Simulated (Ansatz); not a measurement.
Wires are cut from relaxed bulk GaN (F-43m, not its usual structure, 11.76 Å³/atom, gap on the mesh 1.54 eV); atoms and period are relaxed, and energies count from that bulk.

All numbers below come from Ansatz, DFT PBE, scalar-relativistic, plane waves, PAW.

Cutoff 420 eV, Gaussian smearing of 0.05 eV, energies at zero smearing, symmetry of each start kept, collinear spin where a moment is listed.

```json
{"start": "[001] wire, 16 host atoms a period", "atoms": "16", "k mesh": "1×1×7", "excess energy (eV per host atom)": "0.932", "line energy (eV/Å)": "3.256", "period (Å)": "4.578", "gap on the mesh (eV)": "0", "size of the moment (μB per cell)": "0.11", "highest filled level or Fermi level under vacuum (eV)": "-"}
{"start": "[001] wire, 20 host atoms a period", "atoms": "20", "k mesh": "1×1×7", "excess energy (eV per host atom)": "0.832", "line energy (eV/Å)": "3.662", "period (Å)": "4.544", "gap on the mesh (eV)": "0", "size of the moment (μB per cell)": "0.29", "highest filled level or Fermi level under vacuum (eV)": "4.88"}
```

A dash: not computed, or not clear enough to read.

Each run keeps its start's symmetry and one magnetic start, so lower states can exist.

Cost: 2 runs of about 110 core-minutes in all, on Arm Neoverse V2 (shared hosts).